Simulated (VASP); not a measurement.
Set up this calculation in VASP 6.6.1, as the native input.

* Task: single point
* Functional: PBE
* Potentials or basis: VASP PAW PBE potentials, release 54 (Li_sv)
* Cutoff: 520 eV
* k mesh: 11 × 11 × 11
* Occupations: gaussian, width 0.02 eV
* Spin: no spin polarisation
* Further INCAR settings: ALGO = Normal; EDIFF = 1e-06

The structure of Li lies in POSCAR:

```
Li
1.0
   -1.7546500000      1.7546500000      1.7546500000
    1.7546500000     -1.7546500000      1.7546500000
    1.7546500000      1.7546500000     -1.7546500000
Li
1
Direct
    0.0000000000      0.0000000000      0.0000000000
```

The input as run:

INCAR

```
  PREC = Accurate
  ENCUT = 520
  EDIFF = 1E-6
  ISMEAR = 0
  SIGMA = 0.02
  LREAL = False
  LASPH = True
  NELM = 100
  ALGO = Normal
  ISIF = 2
  LWAVE = False
  LCHARG = False
  GGA = PE
```

KPOINTS

```
Automatic mesh
0
Gamma
  11 11 11
```

Potentials or basis: VASP PAW PBE potentials, release 54 (Li_sv).

Launch:

```bash
$ cat potpaw_PBE.54/Li_sv/POTCAR > POTCAR
$ mpirun -np 1 vasp_std > vasp.out
```

It gave:

```
Band gap on the k mesh : none (metal or under the smearing width)
```

It took 3.1 s on 1 thread of Intel(R) Xeon(R) Platinum 8488C (Sapphire Rapids), on a shared host, peak memory 0.12 GiB.
